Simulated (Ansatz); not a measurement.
# Mg2Si: how the settings move a single-point run

How sensitive is a single-point run of Mg2Si to its settings? A reference run comes first, then two runs with altered input.

The COD entry's cell or inner coordinates are ideal or old and differ from later refinements, so a difference from it is no clean test against experiment.

Method: reference: DFT, PBEsol, all-electron LAPW, scalar-relativistic; levels and slopes on a fine mesh, independent-particle optical spectra, in Ansatz 0.2.0.

### Step 1. The structure to begin with

Symmetry: Fm-3m, No. 225, cubic system. The conventional cell has a = 6.326 Å, b = 6.326 Å, c = 6.326 Å, α = 90.00°, β = 90.00°, γ = 90.00°. Mg (site symmetry -43m) has 4 Si at 2.74 Å as nearest neighbours. Around Si (site symmetry m-3m) lie 8 Mg at 2.74 Å.

Coordinates:

```
CELL_PARAMETERS angstrom
0.00000 3.16299 3.16299
3.16299 0.00000 3.16299
3.16299 3.16299 0.00000
ATOMIC_POSITIONS crystal
Mg 0.25000 0.25000 0.25000
Mg 0.75000 0.75000 0.75000
Si 0.00000 0.00000 0.00000
```

### Step 2. The reference run

input.yaml

```yaml
crystal:
  lattice:
    - [0.0, 3.16298930131, 3.16298930131]
    - [3.16298930131, 0.0, 3.16298930131]
    - [3.16298930131, 3.16298930131, 0.0]
  atoms:
    - { symbol: Mg, position: [0.25, 0.25, 0.25] }
    - { symbol: Mg, position: [0.75, 0.75, 0.75] }
    - { symbol: Si, position: [0.0, 0.0, 0.0] }
kpoints:
  mp_grid: { grid: [8, 8, 8] }
scf:
  occupations: { method: fermi_dirac, width: 0.08 }
hamiltonian:
  xc: pbesol
  pseudopotentials: { kind: all_electron, lapw: { basis_error: 0.001 } }
output:
  forces: true
  stress: true
  eigenvalues: true
  eigenstates:
    nscf_kmesh: { grid: [12, 12, 12] }
    de_dk: true
    e_range: [-14, 14]
  optics:
    e_range: [0, 30]
    de: 0.2
    sigma: 0.25
    bands: { spectra_wanted_up_to: 30 }
    nscf_kmesh: { grid: [12, 12, 12] }
    drude_damping: 0.1
checkpoint:
  write: ck
  write_wavefunctions: false
```

On the command line:

```bash
ansatz run input.yaml --threads 2 --pin off --max-ram 6144MiB --backend cpu --events-out ev --progress --plain --runs-dir out
```

From the output:

```text
[...]
Basis set: ecut = 150.86932521358906 eV, 283 PW (Γ), exchange–correlation at level 2
[...]
k-points: 29 of 512
[...]
SCF iter   1: F=—  HF=-18758.262784 eV  |F-HF|=—  |Δ(HF+E_count)|=         —  Δρ=3.21e-2  dr2=1.62e0  ethr=5.06e-3  ⟨swp⟩=2.0  Hψ=4076  notcnv=0
preconditioner: auto → none  [insulator: Δε(μ)=0.840 eV  Ē_g=7.372 eV  σ=0.080 eV  W_gap=0.99  n_scr=14 (ndim 8)  ℏωp=13.2 eV  f_vac=0.000  D(μ)=0.00/eV (n_scr^D=0)  ε∞_Penn≈4.2]
[...]
SCF iter   2: F=—  HF=-18757.740005 eV  |F-HF|=—  |Δ(HF+E_count)|=   5.23e-1  Δρ=6.89e-3  dr2=1.95e-2  ethr=6.04e-5  ⟨swp⟩=2.6  Hψ=2970  notcnv=0  defer=1
[...]
SCF iter   8: F=—  HF=-18757.725011 eV  |F-HF|=—  |Δ(HF+E_count)|=  6.58e-10  Δρ=2.73e-7  dr2=4.74e-11  ethr=7.48e-12  ⟨swp⟩=2.7  Hψ=1584  notcnv=0
SCF iter   9: F=-18757.725011 eV  HF=-18757.725011 eV  |F-HF|=7.28e-12  |Δ(HF+E_count)|=  3.64e-12  Δρ=1.55e-8  dr2=9.65e-14  ethr=1.60e-12 (applied; sched 1.00e-12)  ⟨swp⟩=2.0  Hψ=1545  notcnv=0
[...]
SCF converged after 9 iterations
Free energy (F): -18757.725011 eV
[...]
E sigma→0 (E₀):  -18757.723087 eV
[...]
Fermi energy:    6.239322 eV
[...]
  P = ⅓ Tr σ = -0.0575 GPa (-0.575 kbar)
[...]
```

Run time: 28 s. Hardware: 2 threads of Arm Neoverse V2, shared host; peak memory 0.37 GiB.

### Step 3. Changing settings: lower_state_search off

Changes to input.yaml since step 2:

```diff
@@ -13,2 +13,3 @@
   occupations: { method: fermi_dirac, width: 0.08 }
+  lower_state_search: "off"
 hamiltonian:
```

On the command line:

```bash
ansatz run input.yaml --threads 2 --pin off --max-ram 6144MiB --backend cpu --events-out ev --progress --plain --runs-dir out
```

Standard output (excerpt; [...] marks lines left out):

```text
LAPW: plane waves up to 6.293 Å⁻¹, error target 1.0e-3 eV per atom; small_component_spin mean_spin; Mg in spheres of 1.414 Å, 10 of its electrons in bands, Dirac shells []; Si in spheres of 1.325 Å, 12 of its electrons in bands, Dirac shells [] (how accurate: [...]
Pseudopotentials: kind: all_electron
Pseudopotential: Mg, LAPW, valence charge 10, lapw/all_electron/scalar/gaussian/Mg, Koelling and Harmon's equation, gaussian nucleus
Pseudopotential: Si, LAPW, valence charge 12, lapw/all_electron/scalar/gaussian/Si, Koelling and Harmon's equation, gaussian nucleus
Functional definition: PBEsol
[...]
Crystal: 3 atoms, lattice volume = 63.288 Å³
Basis set: ecut = 150.86932521358906 eV, 283 PW (Γ), exchange–correlation at level 2
Bands: 20, of which v1, the nominal top of the filled ones, is band 16 counted from 1 (15 counted from 0)
Symmetry: 48 space group operations
Space group: Fm-3m (ITA 225), of the structure as read, at distance tolerance 4.0e-5 Å
k-points: 29 of 512
[...]
SCF iter   1: F=—  HF=-18758.262784 eV  |F-HF|=—  |Δ(HF+E_count)|=         —  Δρ=3.21e-2  dr2=1.62e0  ethr=5.06e-3  ⟨swp⟩=2.0  Hψ=4076  notcnv=0
[...]
the basis was enlarged: its passes take 985.7 KiB over the memory plan, 2 of 2 planned eigensolver slots
[...]
SCF iter   9: F=-18757.725011 eV  HF=-18757.725011 eV  |F-HF|=7.28e-12  |Δ(HF+E_count)|=  3.64e-12  Δρ=1.55e-8  dr2=9.65e-14  ethr=1.60e-12 (applied; sched 1.00e-12)  ⟨swp⟩=2.0  Hψ=1545  notcnv=0
[...]
NSCF: frozen V_eff on 72 k-points
the basis was enlarged: its passes take 9.1 MiB over the memory plan, 2 of 2 planned eigensolver slots
NSCF: frozen V_eff on 72 k-points
SCF converged after 9 iterations
Free energy (F): -18757.725011 eV
[...]
E sigma→0 (E₀):  -18757.723087 eV
Entropy (-TS):   -0.003848 eV (-1.283 meV/atom)
Fermi energy:    6.239322 eV
[...]
--- Forces (eV/Å), atoms counted from 1 ---
  atom   1  Mg    -0.00000000     0.00000000    -0.00000000
  atom   2  Mg     0.00000000     0.00000000    -0.00000000
  atom   3  Si    -0.00000000    -0.00000000     0.00000000
[...]
--- Stress (GPa, compression-positive) ---
       -0.057472       0.000000       0.000000
        0.000000      -0.057472      -0.000000
        0.000000      -0.000000      -0.057472
  P = ⅓ Tr σ = -0.0575 GPa (-0.575 kbar)
--- Band table (eV; the first three rows and the last of 29) ---
  k-point 0: bands = ["-126.6715", "-82.9408", "-82.9408", "-82.9408", "-69.4192", "-69.4158", "-36.3734", "-36.3734", "-36.3734", "-36.3580", "-36.3580", "-36.3580", "-3.0342", "6.1335", "6.1335", "6.1335", "8.0101", "8.6983", "8.6983", "8.6983"]
[...]
--- Fermi surface from the table of eigenstates not read: on its mesh, or on one of the eight of every second point, the electrons fill whole bands (an insulator's do; a metal wants a denser output.eigenstates.nscf_kmesh) ---
```

Wall time 28 s (2 threads of Arm Neoverse V2, shared host); peak memory 0.37 GiB.

The changed input (search for lower states) leaves the energy the same to the digits printed.

### Step 4. Changing settings: mp_grid.grid [10, 10, 10], occupations.method methfessel_paxton, occupations.width 0.05, lower_state_search off

Changes to input.yaml since step 2:

```diff
@@ -10,5 +10,6 @@
 kpoints:
-  mp_grid: { grid: [8, 8, 8] }
+  mp_grid: { grid: [10, 10, 10] }
 scf:
-  occupations: { method: fermi_dirac, width: 0.08 }
+  occupations: { method: methfessel_paxton, width: 0.05 }
+  lower_state_search: "off"
 hamiltonian:
```

On the command line:

```bash
ansatz run input.yaml --threads 2 --pin off --max-ram 6144MiB --backend cpu --events-out ev --progress --plain --runs-dir out
```

Standard output (excerpt; [...] marks lines left out):

```text
LAPW: plane waves up to 6.293 Å⁻¹, error target 1.0e-3 eV per atom; small_component_spin mean_spin; Mg in spheres of 1.414 Å, 10 of its electrons in bands, Dirac shells []; Si in spheres of 1.325 Å, 12 of its electrons in bands, Dirac shells [] (how accurate: [...]
[... 4 set-up lines as earlier in the session ...]
[...]
Crystal: 3 atoms, lattice volume = 63.288 Å³
Basis set: ecut = 150.86932521358906 eV, 283 PW (Γ), exchange–correlation at level 2
Bands: 20, of which v1, the nominal top of the filled ones, is band 16 counted from 1 (15 counted from 0)
[... 1 set-up line as earlier in the session ...]
[...]
--- Forces (eV/Å), atoms counted from 1 ---
  atom   1  Mg     0.00000000     0.00000000     0.00000000
  atom   2  Mg     0.00000000    -0.00000000     0.00000000
  atom   3  Si    -0.00000000     0.00000000     0.00000000
[...]
--- Stress (GPa, compression-positive) ---
       -0.035417       0.000000       0.000000
        0.000000      -0.035417      -0.000000
        0.000000      -0.000000      -0.035417
  P = ⅓ Tr σ = -0.0354 GPa (-0.354 kbar)
--- Band table (eV; the first three rows and the last of 47) ---
  k-point 0: bands = ["-126.6655", "-82.9347", "-82.9347", "-82.9347", "-69.4172", "-69.4138", "-36.3715", "-36.3715", "-36.3715", "-36.3560", "-36.3560", "-36.3560", "-3.0320", "6.1361", "6.1361", "6.1361", "8.0121", "8.6994", "8.6994", "8.6994"]
[...]
--- Fermi surface from the table of eigenstates not read: on its mesh, or on one of the eight of every second point, the electrons fill whole bands (an insulator's do; a metal wants a denser output.eigenstates.nscf_kmesh) ---
```

It took 29 s on 2 threads of Arm Neoverse V2, shared host; peak memory 0.4 GiB.

Changing the k-point mesh, smearing and search for lower states moves the energy by -1.2 meV/atom (σ→0 values).

### Step 5. All runs together

| run | ending | energy change | pressure (GPa) | gap (eV) | force (eV/Å) | cycles | time |
| --- | --- | --- | --- | --- | --- | --- | --- |
| reference | converged | 0 | -0.1 | 0.12 | 0.00 | - | 28 s |
| 1: lower_state_search off | converged | 0.0 meV/atom | -0.1 | 0.12 | 0.00 | 9 | 28 s |
| 2: mp_grid.grid [10, 10, 10], occupations.method methfessel_paxton, occupations.width 0.05, lower_state_search off | converged | -1.2 meV/atom (σ→0) | 0.0 | 0.12 | 0.00 | 9 | 29 s |

Residual by cycle in the longest SCF loop of each run; runs are numbered as in the table. The quantity is the density residual dr2, in eV.

| cycle | reference | run 1 | run 2 |
| --- | --- | --- | --- |
| 1 | 1.62 | 1.62 | 1.62 |
| 2 | 0.0195 | 0.0195 | 0.0199 |
| 3 | 0.00833 | 0.00833 | 0.00818 |
| 4 | 0.00129 | 0.00129 | 6.9e-4 |
| 5 | 5.3e-5 | 5.3e-5 | 1.6e-5 |
| 6 | 5.6e-7 | 5.6e-7 | 9.6e-8 |
| 7 | 2.4e-9 | 2.4e-9 | 2.1e-9 |
| 8 | 4.7e-11 | 4.7e-11 | 2.9e-11 |
| 9 | 9.7e-14 | 9.7e-14 | 5.5e-13 |

**Reading.** The pressure spans -0.1 to 0.0 GPa over the reference and the converged variants.
